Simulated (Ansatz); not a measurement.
Calculated with Ansatz (gas phase, PBE0-D4/def2-TZVP geometries, no zero-point term in ΔE). CCSD(T)/CBS is the MP2 limit (def2-TZVPP, def2-QZVPP) plus CCSD(T) − MP2 in def2-TZVPP, frozen cores. Functionals use def2-TZVPP. B3LYP here is the variant with VWN-RPA as its local correlation; programs differ in this. One conformer a species, not always the lowest.

`CB(F)O[SiH3]` + `CC(=O)O` → `CB(F)OC(C)=O` + `O[SiH3]`  (ligand exchange at a B–O bond)

(1) Is it downhill or uphill in electronic energy at CCSD(T)/CBS, and by how much? (An estimate is asked.)

(2) What do these levels give: r2SCAN-D4, ωB97M-V, B3LYP, MP2/def2-TZVPP, HF/def2-QZVPP, MP2/CBS(def2)? (Estimate.)

Largest T1 diagnostic among the species: 0.015.

Results:

(1) The calculation gave: Uphill: ΔE = +35.7 kJ/mol.

(2) Computed: r2SCAN-D4 37.3, ωB97M-V 36.4, B3LYP 39.5, MP2/def2-TZVPP 35.9, HF/def2-QZVPP 40.3, MP2/CBS(def2) 35.9 kJ/mol.

In def2-TZVPP, CCSD(T) changes the Hartree–Fock value by −4.7 kJ/mol (the triples alone add −0.8 kJ/mol) and MP2 by −4.5 kJ/mol.
